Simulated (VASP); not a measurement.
# TaN (I4/mmm) in VASP: a series of runs, part 2 of 2

VASP 6.6.1. The steps go on from the part before.

### 4 Single point, PBEsol (strain +0.080 along x and y, +0.000 along z, atoms carried along)

INCAR reads:

```
ALGO     = Fast           # electronic algorithm
EDIFF    = 1E-6           # SCF threshold, eV
ENCUT    = 520            # plane-wave cutoff, eV
GGA      = PS             # functional
ISIF     = 2              # what is computed and relaxed
ISMEAR   = 0              # smearing method
LASPH    = T              # aspherical terms in the spheres
LCHARG   = T              # write CHGCAR
LELF     = T              # ELF
LREAL    = F              # projectors in reciprocal space
LVHAR    = T            
LWAVE    = F              # write WAVECAR
NBANDS   = 15             # bands
NELM     = 100            # most SCF steps
PREC     = Accurate       # precision mode
SIGMA    = 0.15           # smearing width, eV
```

KPOINTS reads:

```
k-points
0
Gamma
  18 18 18
```

POSCAR reads:

```
TaN
1.0
    0.0000000000      2.3533200000      2.1790000000
    2.3533200000      0.0000000000      2.1790000000
    2.3533200000      2.3533200000      0.0000000000
Ta N
1 1
Direct
    0.5000000000      0.5000000000      0.5000000000
    0.0000000000      0.0000000000      0.0000000000
```

Potentials or basis: VASP PAW PBE potentials, release 64 (Ta_pv, N).

Started as:

```console
cat potpaw_PBE.64/Ta_pv/POTCAR potpaw_PBE.64/N/POTCAR > POTCAR
mpirun -np 1 vasp_std > vasp.out
```

OUTCAR:

```text
EDIFF = 1E-6
   ENCUT = 520
   GGA = PS
   ISIF = 2
   ISMEAR = 0
   LASPH = T
   LREAL = F
   NELM = 100
   PREC = Accurate

 ion  position               nearest neighbor table
   1  0.500  0.500  0.500-   2 2.18   2 2.18   2 2.35   2 2.35   2 2.35   2 2.35
   2  0.000  0.000  0.000-   1 2.18   1 2.18   1 2.35   1 2.35   1 2.35   1 2.35

  LATTYP: Found a body centered tetragonal cell.
 ALAT       =     3.3280970606
 C/A-ratio  =     1.3094570022

  Lattice vectors:

 A1 = (   0.0000000000,  -2.3533200000,  -2.1790000000)
 A2 = (   0.0000000000,   2.3533200000,  -2.1790000000)
 A3 = (   2.3533200000,   0.0000000000,   2.1790000000)

Analysis of symmetry for initial positions (statically):
=====================================================================
 Subroutine PRICEL returns:
 Original cell was already a primitive cell.

 Routine SETGRP: Setting up the symmetry group for a
 body centered tetragonal supercell.

 Subroutine GETGRP returns: Found 16 space group operations
 (whereof 16 operations were pure point group operations)
 out of a pool of 16 trial point group operations.

The static configuration has the point symmetry D_4h.

Analysis of symmetry for dynamics (positions and initial velocities):
=====================================================================
 Subroutine PRICEL returns:
 Original cell was already a primitive cell.

 Routine SETGRP: Setting up the symmetry group for a
 body centered tetragonal supercell.

 Subroutine GETGRP returns: Found 16 space group operations
 (whereof 16 operations were pure point group operations)
 out of a pool of 16 trial point group operations.

The dynamic configuration has the point symmetry D_4h.

 Subroutine INISYM returns: Found 16 space group operations
 (whereof 16 operations are pure point group operations),
 and found     1 'primitive' translations

----------------------------------------------------------------------------------------

                                     Primitive cell

  volume of cell :      24.1351

  direct lattice vectors                    reciprocal lattice vectors
     0.000000000  2.353320000  2.179000000    -0.212465793  0.212465793  0.229463056
     2.353320000  0.000000000  2.179000000     0.212465793 -0.212465793  0.229463056
     2.353320000  2.353320000  0.000000000     0.212465793  0.212465793 -0.229463056

  length of vectors
     3.207203770  3.207203770  3.328097061     0.378069730  0.378069730  0.378069730

  position of ions in fractional coordinates (direct lattice)
     0.500000000  0.500000000  0.500000000
     0.000000000  0.000000000  0.000000000

  ion indices of the primitive-cell ions
   primitive index   ion index
                 1           1
                 2           2

----------------------------------------------------------------------------------------

 KPOINTS: k-points

Automatic generation of k-mesh.
 Grid dimensions read from file:
 generate k-points for:   18   18   18

 Generating k-lattice:

  Cartesian coordinates                     Fractional coordinates (reciprocal lattice)
    -0.011803655  0.011803655  0.012747948     0.055555556 -0.000000000  0.000000000
     0.011803655 -0.011803655  0.012747948    -0.000000000  0.055555556  0.000000000
[... 43 lines left out ...]
   dimension x,y,z NGX =    24 NGY =   24 NGZ =   28
   dimension x,y,z NGXF=    48 NGYF=   48 NGZF=   56
   ions per type =               1   1
   NGX,Y,Z   is equivalent  to a cutoff of  12.44, 12.44, 13.99 a.u.
   NGXF,Y,Z  is equivalent  to a cutoff of  24.88, 24.88, 27.97 a.u.
 SYSTEM =  unknown system
   PREC   = accura    normal or accurate (medium, high low for compatibility)
   ISTART =      0    job   : 0-new  1-cont  2-samecut
   ICHARG =      2    charge: 1-file 2-atom 10-const
   ISPIN  =      1    spin polarized calculation?
   LNONCOLLINEAR =      F non collinear calculations
   LSORBIT =      F    spin-orbit coupling
   LASPH  =      T    aspherical Exc in radial PAW
   ENCUT  =  520.0 eV  38.22 Ry    6.18 a.u.   5.96  5.96  6.19*2*pi/ulx,y,z
   NELM   =    100;   NELMIN=  2; NELMDL= -5     # of ELM steps
   EDIFF  = 0.1E-05   stopping-criterion for ELM
   LREAL  =      F    real-space projection
   EDIFFG = 0.1E-04   stopping-criterion for IOM
   NSW    =      0    number of steps for IOM
   IBRION =     -1    ionic relax: 0-MD 1-quasi-New 2-CG
   NFREE  =      0    steps in history (QN), initial steepest desc. (CG)
   ISIF   =      2    stress and relaxation
   ISYM   =      2    0-nonsym 1-usesym 2-fastsym
   POTIM  = 0.5000    time-step for ionic-motion
   TEBEG  =    0.0;   TEEND  =   0.0 temperature during run
   PSTRESS=    0.0 pullay stress
   NELECT =      16.0000    total number of electrons
   NUPDOWN=      -1.0000    fix difference up-down
   EMIN   =  10.00;   EMAX   =-10.00  energy-range for DOS
   EFERMI =   0.00;   METHOD = LEGACY
   ISMEAR =     0;   SIGMA  =   0.15  broadening in eV -4-tet -1-fermi 0-gaus
   EFERMI_NEDOS =   21; number of points for ismear=-14 and -15
   IALGO  =     68    algorithm
   IMIX   =      4    mixing-type and parameters
     AMIX     =   0.40;   BMIX     =  1.00
     AMIX_MAG =   1.60;   BMIX_MAG =  1.00
  volume/ion in A,a.u.               =      12.07        81.44
  Fermi-wavevector in a.u.,A,eV,Ry     =   1.427464  2.697515 27.723949  2.037653
  Thomas-Fermi vector in A             =   2.547631
   LORBIT       =      0    0 simple, 1 ext, 2 COOP (PROOUT), +10 PAW based schemes
   GGA     = PS    functional components
   LHFCALC =     F    Hartree Fock is set to
   AEXX    =    0.0000 exact exchange contribution
   IVDW    =     0    specifies the selected vdW correction
   LEPSILON=     F    determine dielectric tensor
   LRPA    =     F    only Hartree local field effects (RPA)
 non-spin polarized calculation
 RMM-DIIS sequential band-by-band and
 Gauss-broadening in eV      SIGMA  =   0.15
  energy-cutoff  :      520.00
  volume of cell :       24.14
 maximum number of plane-waves:       672
   NGX = 11   NGY = 11   NGZ = 13

 number of electron      16.0000000 magnetization

 Free energy of the ion-electron system (eV)
  ---------------------------------------------------
  ext. energy  EPLUGINS =         0.00000000
  ---------------------------------------------------
  free energy    TOTEN  =       -22.72922831 eV

  energy without entropy =      -22.71761560  energy(sigma->0) =      -22.72342195

 E-fermi :   7.9411     XC(G=0): -12.8951

 val. band max:        7.9379811715   @ k =   0.2222   0.1111   0.0000
 cond. band min:       7.9526310274   @ k =  -0.2222   0.1111   0.0556
 fundamental gap:      0.0146498558
 Fermi energy:         7.9410652514

 k-point     1 :       0.0000    0.0000    0.0000
  band No.  band energies     occupation
      1     -27.9457      2.00000
      2     -27.9457      2.00000
      3     -27.8971      2.00000
      4      -9.8178      2.00000
      5       4.4773      2.00000
      6       4.4773      2.00000
      7       4.6999      2.00000
      8       5.9634      2.00000
      9       5.9634      2.00000
     10       6.7403      2.00000
     11       7.2164      2.00000
     12       7.5292      1.99990
     13       9.8770      0.00000
     14      17.3717      0.00000
[... 401 lines left out ...]
      2     -27.9808      2.00000
      3     -27.9429      2.00000
      4      -8.8632      2.00000
      5       1.0958      2.00000
      6       2.3248      2.00000
      7       2.8339      2.00000
      8       7.0297      2.00000
      9       7.2033      2.00000
     10       8.1795      0.02459
     11      10.7595      0.00000
     12      10.9832      0.00000
     13      11.8288      0.00000
     14      19.4307      0.00000
     15      22.2788      0.00000

 [... further k-points ...]

------------------------ aborting loop because EDIFF is reached ----------------------------------------

  FORCE on cell =-STRESS in cart. coord.  units (eV):
  Direction    XX          YY          ZZ          XY          YZ          ZX
  --------------------------------------------------------------------------------------
  -------------------------------------------------------------------------------------
  Total       -5.9973247     -5.9973247     -2.6233617      0.0000000      0.0000000     -0.0000000
  in kB     -398.1245420   -398.1245420   -174.1484286      0.0000000      0.0000000     -0.0000000
  external PRESSURE =    -323.4658376 kB  Pullay stress =       0.0000000 kB

 VOLUME and BASIS-vectors are now :
 -----------------------------------------------------------------------------
  energy-cutoff  :      520.00
  volume of cell :       24.14
      direct lattice vectors                 reciprocal lattice vectors
     0.000000000  2.353320000  2.179000000    -0.212465793  0.212465793  0.229463056
     2.353320000  0.000000000  2.179000000     0.212465793 -0.212465793  0.229463056
     2.353320000  2.353320000  0.000000000     0.212465793  0.212465793 -0.229463056

 POSITION                                       TOTAL-FORCE (eV/Angst)
 -----------------------------------------------------------------------------------
      2.35332      2.35332      2.17900        -0.000000      0.000000      0.000000
      0.00000      0.00000      0.00000         0.000000     -0.000000     -0.000000
 -----------------------------------------------------------------------------------
    total drift:                                0.000000     -0.000000      0.000000

  FREE ENERGIE OF THE ION-ELECTRON SYSTEM (eV)
  ---------------------------------------------------
  free  energy   TOTEN  =       -22.7292283116 eV

  energy  without entropy=      -22.7176155967  energy(sigma->0) =      -22.72342195
```

It took 83 s on 1 thread of Intel Xeon Platinum 8488C (Sapphire Rapids), shared host; peak memory 0.29 GiB.

Results:

* Free energy: -22.7292 eV
* Pressure: -32.3 GPa
* Band gap on the k mesh: none (metal or under the smearing width)

Caveat: the cell as given lies far from equilibrium; so large a pressure means that the cell lies far from this level's equilibrium, or that cutoff or potentials fall short; the potentials were made for another functional, which shifts forces and pressure. The run has no spin-orbit coupling, so splittings on Ta are missing.

### 5 Overview

```csv
cell,further INCAR settings,gap on the mesh (eV),pressure (GPa)
"strain +0.080 along x and y, -0.080 along z, atoms carried along",ALGO = Fast; EDIFF = 1e-06; NBANDS = 15,none,4.3
"strain -0.080 along x and y, +0.080 along z, atoms carried along",ALGO = Fast; EDIFF = 1e-07; NBANDS = 15,none,74.4
"strain +0.080 along x and y, +0.000 along z, atoms carried along",ALGO = Fast; EDIFF = 1e-06; NBANDS = 15,none,-32.3
```

Alike in all rows: task single point; level PBEsol; potentials or basis VASP PAW PBE potentials, release 64 (Ta_pv, N); no spin polarisation; k mesh 18 × 18 × 18; cutoff (eV) 520; smearing gaussian 0.15 eV.

Caveats: the cell as given lies far from equilibrium (some runs); so large a pressure means that the cell lies far from this level's equilibrium, or that cutoff or potentials fall short (some runs); the potentials were made for another functional, which shifts forces and pressure (some runs); the PAW data sets were made with another functional, which shifts forces and pressure a little (some runs).

Total energies depend on the potentials used, so only differences within one code and one set of settings carry meaning.
